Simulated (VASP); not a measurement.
**CaO in VASP 6.6.1, single-point calculation**

INCAR

```
ENCUT = 520
LCHARG = .FALSE.
LWAVE = .FALSE.
EDIFF = 1E-7
SIGMA = 0.02
LASPH = .TRUE.
BMIX = 0.0001
ALGO = Fast
PREC = Accurate
NELM = 120
ISIF = 2
IBRION = -1
AMIX = 0.2
GGA = PE
NBANDS = 15
NSW = 0
ISMEAR = -1
LREAL = .FALSE.
```

KPOINTS

```
KPOINTS created by Atomic Simulation Environment
0
Gamma
10 10 10
0 0 0
```

POSCAR

```
Ca O
 1.0000000000000000
     0.0627784168000000    2.4003897896000002    2.4003897896000002
     2.4003897896000002    0.0627784168000000    2.4003897896000002
     2.4003897896000002    2.4003897896000002    0.0627784168000000
 Ca  O
   1   1
Cartesian
  0.0000000000000000  0.0000000000000000  0.0000000000000000
  2.4317789980000004  2.4317789980000004  2.4317789979999995
```

The recommended PBE PAW datasets give the neutral cell 16 valence electrons.

Command

```
mpirun -np 1 vasp_std
```

OSZICAR

```
N       E                     dE             d eps       ncg     rms          rms(c)
DAV:   1     0.124269258156E+03    0.12427E+03   -0.84650E+03  3480   0.110E+03
DAV:   2    -0.916949591044E+01   -0.13344E+03   -0.12486E+03  4293   0.292E+02
DAV:   3    -0.143297724811E+02   -0.51603E+01   -0.51265E+01  4148   0.593E+01
DAV:   4    -0.144686223649E+02   -0.13885E+00   -0.13877E+00  4859   0.881E+00
DAV:   5    -0.144704068962E+02   -0.17845E-02   -0.17845E-02  4080   0.910E-01    0.858E+00
RMM:   6    -0.129496030659E+02    0.15208E+01   -0.15031E+00  3636   0.680E+00    0.385E+00
RMM:   7    -0.127707751844E+02    0.17883E+00   -0.66845E-01  4049   0.461E+00    0.242E+00
RMM:   8    -0.128417205156E+02   -0.70945E-01   -0.37189E-01  3693   0.459E+00    0.197E+00
RMM:   9    -0.127497603417E+02    0.91960E-01   -0.12996E-01  4328   0.235E+00    0.410E-01
RMM:  10    -0.127499468484E+02   -0.18651E-03   -0.29627E-02  4663   0.115E+00    0.156E-01
RMM:  11    -0.127500131435E+02   -0.66295E-04   -0.38993E-03  4583   0.416E-01    0.116E-01
RMM:  12    -0.127499041429E+02    0.10900E-03   -0.11269E-03  5023   0.186E-01    0.479E-02
RMM:  13    -0.127499492900E+02   -0.45147E-04   -0.53940E-04  5038   0.131E-01    0.290E-02
RMM:  14    -0.127499468258E+02    0.24642E-05   -0.11414E-04  4957   0.633E-02    0.887E-03
RMM:  15    -0.127499500611E+02   -0.32353E-05   -0.31576E-05  5636   0.250E-02    0.556E-03
RMM:  16    -0.127499517182E+02   -0.16571E-05   -0.80822E-06  5408   0.125E-02    0.443E-03
RMM:  17    -0.127499523481E+02   -0.62988E-06   -0.24462E-06  5005   0.792E-03    0.247E-03
RMM:  18    -0.127499523426E+02    0.54774E-08   -0.90730E-07  4327   0.503E-03
   1 F= -.12749952E+02 E0= -.12749952E+02  d E =-.149057E-13
```

From OUTCAR

```
k-points           NKPTS =    116   k-points in BZ     NKDIM =    116   number of bands    NBANDS=     15

   NELECT =      16.0000    total number of electrons

   dimension x,y,z NGX =    28 NGY =   28 NGZ =   28
   dimension x,y,z NGXF=    56 NGYF=   56 NGZF=   56

  energy-cutoff  :      520.00
  volume of cell :       26.58
      direct lattice vectors                 reciprocal lattice vectors
     0.062778417  2.400389790  2.400389790    -0.216654473  0.211132631  0.211132631
     2.400389790  0.062778417  2.400389790     0.211132631 -0.216654473  0.211132631
     2.400389790  2.400389790  0.062778417     0.211132631  0.211132631 -0.216654473

 k-points in reciprocal lattice and weights: KPOINTS created by Atomic Simulation Env
   0.00000000  0.00000000  0.00000000       0.001
   0.10000000 -0.00000000 -0.00000000       0.006
   0.20000000 -0.00000000 -0.00000000       0.006
   0.30000000 -0.00000000 -0.00000000       0.006
   0.40000000 -0.00000000  0.00000000       0.006
   0.50000000  0.00000000  0.00000000       0.003
   0.10000000  0.10000000 -0.00000000       0.006
   0.20000000  0.10000000 -0.00000000       0.012
   ...

 E-fermi :   3.1734

 k-point     1 :       0.0000    0.0000    0.0000
  band No.  band energies     occupation
      1     -34.8699      2.00000
      2     -15.6039      2.00000
      3     -15.5939      2.00000
      4     -15.5939      2.00000
      5     -13.0100      2.00000
      6       2.5188      2.00000
      7       2.6584      2.00000
      8       2.6584      2.00000
      9       7.6371      0.00000
     10       8.7095      0.00000
     11       9.0518      0.00000
     12       9.0518      0.00000
     13      10.5273      0.00000
     14      10.5273      0.00000
     15      17.9595      0.00000

 k-point     2 :       0.1000   -0.0000   -0.0000
  band No.  band energies     occupation
      1     -34.8576      2.00000
      2     -15.7728      2.00000
      3     -15.6076      2.00000
      4     -15.6017      2.00000
      5     -12.8283      2.00000
      6       2.2612      2.00000
      7       2.3835      2.00000
      8       2.5092      2.00000
      9       8.0806      0.00000
     10       8.9051      0.00000
     11       9.0199      0.00000
     12       9.2386      0.00000
     13      10.7851      0.00000
     14      10.7856      0.00000
     15      18.4113      0.00000

 k-point     3 :       0.2000   -0.0000   -0.0000
  band No.  band energies     occupation
      1     -34.8250      2.00000
      2     -16.1600      2.00000
      3     -15.6220      2.00000
      4     -15.6200      2.00000
      5     -12.4301      2.00000
      6       1.4651      2.00000
      7       1.9936      2.00000
      8       2.1525      2.00000
      9       8.8517      0.00000
     10       9.1786      0.00000
     11       9.5692      0.00000
     12       9.7589      0.00000
     13      11.4484      0.00000
     14      11.4538      0.00000
     15      19.1208      0.00000

 ...

  Total        1.2769071      1.2769071      1.2769071     -0.3570255     -0.3570255     -0.3570255
  in kB       76.9788021     76.9788021     76.9788021    -21.5234110    -21.5234110    -21.5234110
  external PRESSURE =      76.9788021 kB  Pullay stress =       0.0000000 kB

 POSITION                                       TOTAL-FORCE (eV/Angst)
 -----------------------------------------------------------------------------------
      0.00000      0.00000      0.00000         0.000000      0.000000      0.000000
      2.43178      2.43178      2.43178        -0.000000     -0.000000     -0.000000
 -----------------------------------------------------------------------------------
    total drift:                                0.000000      0.000000      0.000000

  FREE ENERGIE OF THE ION-ELECTRON SYSTEM (eV)
  ---------------------------------------------------
  free  energy   TOTEN  =       -12.7499523426 eV

  energy  without entropy=      -12.7499523426  energy(sigma->0) =      -12.74995234
```

It converged. Results: gap between bands v and c on the k mesh 3.56 eV; least direct gap on the k mesh 3.91 eV; pressure 7.7 GPa. Band v is the last that the valence electrons fill when counted band by band, and c is the next.

For comparison, a separate PBE run of the intended cell, on usual settings and not on those above, gives a gap of 3.56 eV on its mesh and a pressure of 7.7 GPa.

The run above took about 35 s on one core of a shared host (Intel Xeon 6975P-C) and held 0.19 GiB at most.
